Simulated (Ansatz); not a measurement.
The system is Ni.

```
Ni
1.0
     2.44802    0.00000    0.00000
    -1.22401    2.12005    0.00000
     0.00000    0.00000    4.07281
Ni
2
Direct
  0.66667 0.33333 0.75000
  0.33333 0.66667 0.25000
```

This isn't the form of Ni at room conditions, which is fcc.

| Item | Value |
| --- | --- |
| Program | Ansatz 0.2.0 |
| Task | relaxation of cell and atoms |
| Functional | revPBE |
| Dispersion | D3(BJ) |
| Potentials or basis | Ansatz PAW |
| Cutoff | 420 eV (not typed: the program's choice for these potentials) |
| k mesh | 12 × 12 × 7 |
| Occupations | fermi-dirac, width 0.05 eV |
| Spin | collinear spin, ferromagnetic start |
| Starting moments | [1.0, 1.0] μB |

At the start: volume 10.57 Å³/atom.

**Question.** How do energy, volume and symmetry change on relaxing?

**Answer.** It ends after 5 steps and the volume is 10.42 Å³/atom (-1.4 %); space group P6_3/mmc (No. 194, to 0.05 Å); moment 1.31 μB per cell.

Step by step:
```tsv
step	energy change (eV)	largest force (eV/Å)	volume (Å³)
1	0.0000	0.0000	21.14
2	-0.0038	0.0000	20.99
3	-0.0058	0.0000	20.82
4	-0.0058	0.0000	20.84
5	-0.0056	0.0000	20.84
```

Final structure:
```cif
data_structure
_symmetry_space_group_name_H-M 'P 1'
_symmetry_Int_Tables_number 1
_cell_length_a 2.4494
_cell_length_b 2.4494
_cell_length_c 4.0110
_cell_angle_alpha 90.000
_cell_angle_beta 90.000
_cell_angle_gamma 120.000
_cell_volume 20.84
loop_
_atom_site_label
_atom_site_type_symbol
_atom_site_fract_x
_atom_site_fract_y
_atom_site_fract_z
_atom_site_occupancy
Ni1 Ni 0.66667 0.33333 0.75000 1
Ni2 Ni 0.33333 0.66667 0.25000 1
```

Caveat: the plane-wave basis is chosen anew once the cell has moved, so the energies of steps on either side of that aren't comparable; pairwise dispersion overbinds metals, which lowers pressure and volume; the PAW data sets come from PBE, with cores solved anew for the run's functional, which leaves a small shift of forces and pressure.
